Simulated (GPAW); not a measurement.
HgSe:

```
CELL_PARAMETERS angstrom
0.00000 3.03900 3.03900
3.03900 0.00000 3.03900
3.03900 3.03900 0.00000
ATOMIC_POSITIONS crystal
Hg 0.00000 0.00000 0.00000
Se 0.75000 0.75000 0.75000
```

```yaml
Program: GPAW 26.7.0
Task: relaxation of cell and atoms
Functional: revPBE
Potentials_or_basis: the program's PAW data sets (release 1.2.1) made for this functional
Cutoff: 600 eV
Basis: pw
k_mesh: 8 × 8 × 8
Occupations: fermi-dirac, width 0.05 eV
Spin: no spin polarisation
```

At the start: pressure 6.6 GPa; volume 28.07 Å³/atom.

Question: Where does the relaxation end?

Answer: Over 5 steps the energy falls by 68.6 meV/atom and the volume is 31.84 Å³/atom (+13.4 %); space group F-43m (No. 216, to 0.05 Å).

Step by step:
```tsv
step	energy change (eV)	largest force (eV/Å)	pressure (GPa)	volume (Å³)
1	0.0000	0.0000	6.59	56.13
2	-0.0507	0.0000	4.98	57.54
3	-0.1350	0.0000	0.66	62.63
4	-0.1371	0.0000	0.09	63.53
5	-0.1372	0.0000	0.00	63.68
```

Final structure:
```xyz
2
Lattice="0.0000 3.1695 3.1695 3.1695 0.0000 3.1695 3.1695 3.1695 0.0000" Properties=species:S:1:pos:R:3 pbc="T T T"
Hg    0.0000    0.0000    0.0000
Se    4.7542    4.7542    4.7542
```

Caveat: later steps reuse the first step's grids; the volume moved by +13 % from the deposited cell, more than functionals usually miss.
